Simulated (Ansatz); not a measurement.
# Zone-centre phonons of BN at 5 GPa: input and output

Level of theory: DFT PBEsol, scalar-relativistic, plane waves, PAW in Ansatz.

Launched with:
```bash
ansatz run input.yaml --threads 1 --pin off --max-ram 3072MiB --backend cpu --events-out ev --progress --plain --runs-dir out
```

Input (bare energies are in eV):
```yaml
crystal:
  lattice:
    - [1.2471332907, 0.7200327411, 3.0057928842]
    - [-1.2471332907, 0.7200327411, 3.0057928842]
    - [0.0, -1.4400654822, 3.0057928842]
  atoms:
    - { symbol: B, position: [1.0000101048, 1.0000101048, 1.0000101048] }
    - { symbol: "N", position: [0.3324228952, 0.3324228952, 0.3324228952] }
basis:
  ecutwfc: 420
kpoints:
  mp_grid: { grid: [12, 12, 12] }
hamiltonian:
  xc: pbesol
scf:
  occupations: { method: fixed }
output:
  eigenvalues: true
phonons:
  method: dfpt
  dielectric: true
  rigid_motions: translations
  eigenvectors: true
```

The end of the output:
```
--- Phonons (Γ-DFPT): 4 representative perturbations + reference, on 476 of 1728 k-points (Σ response iterations 12) ---
  k mesh reduced under 2 symmetry operations, with k and −k counted as one. Each operation leaves every solved perturbation unchanged. A smaller set is not considered because the run solves the response ...
  ASR residual: 7.637e-5 → 0.000e0 eV/Å²; symmetrization residual: 1.548e-6 eV/Å²
  ASR residual per site (eV/Å²): 6.94e-5 7.64e-5
  Γ frequencies (cm⁻¹): 0.00 0.00 0.00 718.12 1384.89 1384.89
  ε∞ (high-frequency dielectric tensor):
        5.182927     0.000000     0.000000
       -0.000000     5.182927    -0.000000
        0.000000    -0.000000     3.191886
  ε⁰ (static dielectric tensor: ions relaxed, cell fixed):
        7.060614    -0.000000     0.000000
       -0.000000     7.060614    -0.000000
        0.000000    -0.000000     3.974587
  ε⁰ − ε∞ (ionic part):
        1.877687    -0.000000     0.000000
       -0.000000     1.877687    -0.000000
        0.000000    -0.000000     0.782700
  softest optical mode at Γ: 718.12 cm⁻¹; the repairs (sum rule, projections) moved no ω² at Γ by more than (1.41 cm⁻¹)²
  Born effective charges Z* (e; rows j = field, columns β = displacement):
    site 0:
         2.68915    0.00000    0.00000
         0.00000    2.68915   -0.00000
         0.00000   -0.00000    0.90029
    site 1:
        -2.68915    0.00000   -0.00000
         0.00000   -2.68915    0.00000
         0.00000    0.00000   -0.90029
  Z* charge neutrality: 2.985e-6 e pre-enforcement
  k-mesh period / interband length: 29.9 Å / 1.40 Å = 21.37 at k = (0.0000, -0.5000, -0.5000), direct gap 5.380 eV — 14 or more, which is no proof of convergence
  optical modes at Γ without the LO–TO term, one row a degenerate level:
      ω (cm⁻¹) modes IR ((D/Å)²/amu)
        718.12      1             3.0648
       1384.89      2            54.6890
  optical modes at Γ + LO–TO along q̂ = [1.0000, 0.0000, 0.0000]:
      ω (cm⁻¹) modes IR ((D/Å)²/amu)
        718.12      1             3.0648
       1384.89      1            27.3445
       1616.40      1            27.3445
  optical modes at Γ + LO–TO along q̂ = [0.0000, 1.0000, 0.0000]:
      ω (cm⁻¹) modes IR ((D/Å)²/amu)
        718.12      1             3.0648
       1384.89      1            27.3445
       1616.40      1            27.3445
  optical modes at Γ + LO–TO along q̂ = [0.0000, 0.0000, 1.0000]:
      ω (cm⁻¹) modes IR ((D/Å)²/amu)
        801.34      1             3.0648
       1384.89      2            54.6890
```

The run took 47 s on 1 thread of Arm Neoverse V1, with other jobs on the host, peak memory 0.48 GiB.

The crystal is built of layers and no dispersion correction was added, so the binding between them is poorly described, and with it their spacing and whatever depends on it.

This form isn't the usual stable structure of the compound at low pressure.